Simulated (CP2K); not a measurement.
# Bi2Te2Se in CP2K: the effect of dispersion

Crystal: Bi2Te2Se.

```
Bi Te Se
1.0
    10.87569    0.00000    0.00000
    10.01694    4.23576    0.00000
    10.01694    2.03083    3.71718
Bi Te Se
2 2 1
Direct
  0.39172 0.39172 0.39172
  0.60828 0.60828 0.60828
  0.78040 0.78040 0.78040
  0.21960 0.21960 0.21960
  0.00000 0.00000 0.00000
```

The cell is a database's computed one.

Alike in all runs:

| Item | Value |
| --- | --- |
| Program | CP2K 2026.2 |
| Task | single point |
| Functional | PBEsol |
| Potentials or basis | POTENTIAL_UZH Bi GTH-PBE-q5, Te GTH-PBE-q6, Se GTH-PBE-q6; DZVP-MOLOPT-PBE-GTH basis |
| Density cutoff | 6123 eV |
| k mesh | 7 × 7 × 7 |
| Occupations | fermi-dirac, width 0.05 eV |
| Spin | no spin polarisation |

Task: One run gave: pressure -0.6 GPa; largest force 0.27 eV/Å. Which dispersion did it use?
A. D4
B. D3
C. none
D. D3(BJ)
E. D3(BJ)+ATM

Result: B.

| dispersion | pressure (GPa) | largest force (eV/Å) |
| --- | --- | --- |
| none | 0.3 | 0.30 |
| D3 | -0.6 | 0.27 |
| D3(BJ) | -1.6 | 0.31 |
| D4 | -0.9 | 0.31 |
| D3(BJ)+ATM | -1.4 | 0.31 |

Caveats: the potentials were made for another functional, which shifts forces and pressure; the basis of atomic orbitals isn't converged, which shifts pressures, moduli and gaps.
